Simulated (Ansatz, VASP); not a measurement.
# Sn: VASP beside Ansatz

INCAR

```
ALGO     = Normal         # electronic algorithm
EDIFF    = 1E-6           # SCF threshold, eV
ENCUT    = 520            # plane-wave cutoff, eV
ISIF     = 2              # what is computed and relaxed
ISMEAR   = -1             # smearing method
LASPH    = True           # aspherical terms in the spheres
LCHARG   = False          # write CHGCAR
LMIXTAU  = True         
LREAL    = False          # projectors in reciprocal space
LWAVE    = False          # write WAVECAR
METAGGA  = R2SCAN         # meta-GGA
NELM     = 60             # most SCF steps
PREC     = Accurate       # precision mode
SIGMA    = 0.05           # smearing width, eV
```

The input KPOINTS:

```
k-points
0
Gamma
  7 7 7
```

Contents of POSCAR:

```
Sn
1.0
    0.0000000000      3.2116418589      3.2116418589
    3.2116418589      0.0000000000      3.2116418589
    3.2116418589      3.2116418589      0.0000000000
Sn
2
Direct
    0.7500000000      0.7500000000      0.7500000000
    0.5000000000      0.5000000000      0.5000000000
```

input.yaml

```yaml
crystal:
  lattice:
    - [0.0, 3.2116418589, 3.2116418589]
    - [3.2116418589, 0.0, 3.2116418589]
    - [3.2116418589, 3.2116418589, 0.0]
  atoms:
    - { symbol: Sn, position: [0.75, 0.75, 0.75] }
    - { symbol: Sn, position: [0.5, 0.5, 0.5] }
hamiltonian:
  xc: r2scan
  pseudopotentials: { kind: paw }
kpoints:
  mp_grid: { grid: [7, 7, 7] }
scf:
  occupations: { method: fermi_dirac, width: 0.05 }
output:
  forces: true
  stress: true
  eigenvalues: true
```

Change from the starting cell: volume scaled by 0.98.

Alike in both runs: task single point; functional r2SCAN; k mesh 7 × 7 × 7; occupations fermi-dirac, width 0.05 eV; no spin polarisation.

|  | VASP | Ansatz |
| --- | --- | --- |
| version | VASP 6.6.1 | Ansatz 0.2.0 |
| potentials or method | VASP PAW PBE potentials, release 64 (Sn_d) | Ansatz PAW |
| plane-wave cutoff (eV) | 520 | 500 |
| valence electrons in the cell | 28 | 28 |

|  | VASP | Ansatz | Ansatz less VASP |
| --- | --- | --- | --- |
| gap on the k mesh at the Fermi level (eV) | none | none | - |
| pressure (GPa) | 3.3 | 3.4 | +0.05 |

A gap of «none» marks a metal or a gap that the smearing closes.

Caveats: the PAW data sets were made with another functional, which shifts forces and pressure a little (VASP); the PAW data sets come from PBE, with cores solved anew for the run's functional, which leaves a small shift of forces and pressure (Ansatz).
